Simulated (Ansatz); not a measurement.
**TiB2 and the effect of the functional**

Space group P6/mmm (No. 191). a = 3.029 Å, b = 3.029 Å, c = 3.228 Å, α = 90.00°, β = 90.00°, γ = 120.00°
```tsv
atom	site	symmetry	x	y	z
Ti	1a	6/mmm	0.0000	0.0000	0.0000
B	2d	-6m2	0.6667	0.3333	0.5000
```

Kept alike: task band structure; k mesh 10 × 10 × 8; occupations fermi-dirac, width 0.05 eV; no spin polarisation. Program: Ansatz, all-electron LAPW, scalar-relativistic. The mesh is that of the run's cell of 3 atoms. No spin-orbit coupling.

| run | pressure (GPa) |
| --- | --- |
| A | 0.32 |
| B | -11.20 |
| C | -5.09 |

Pressure is positive in compression. For a metal such a mesh leaves the last digits unconverged.

Question: The runs differ in the functional alone: LDA; PBE; PBEsol. Which run is which?

Answer: Run A is PBE; run B is LDA; run C is PBEsol. The pressure runs from -11.20 (LDA) to 0.32 GPa (PBE). From PBE: LDA -11.52; PBEsol -5.41.

At this fixed cell PBE is almost stress-free, whereas LDA and PBEsol give negative pressures of -11.20 and -5.09 GPa, so both would contract the lattice on relaxation, LDA the more strongly. This is the usual order of equilibrium volumes. LDA overbinds, while the gradient correction in PBE favours the more inhomogeneous density of stretched bonds and so pushes the equilibrium volume up. PBEsol has a weaker gradient dependence in exchange, which places it between the two.

The pressures are large because TiB2 is stiff: covalent boron sheets, coupled to the titanium layers through Ti d–B p hybridisation, resist compression both in the plane and along c. Even a modest difference in preferred volume therefore appears as a pressure of several GPa, and the LDA value need not imply a large error in lattice constant. Since pressure averages the stress over directions, these values don't show how the contraction would divide between a and c.
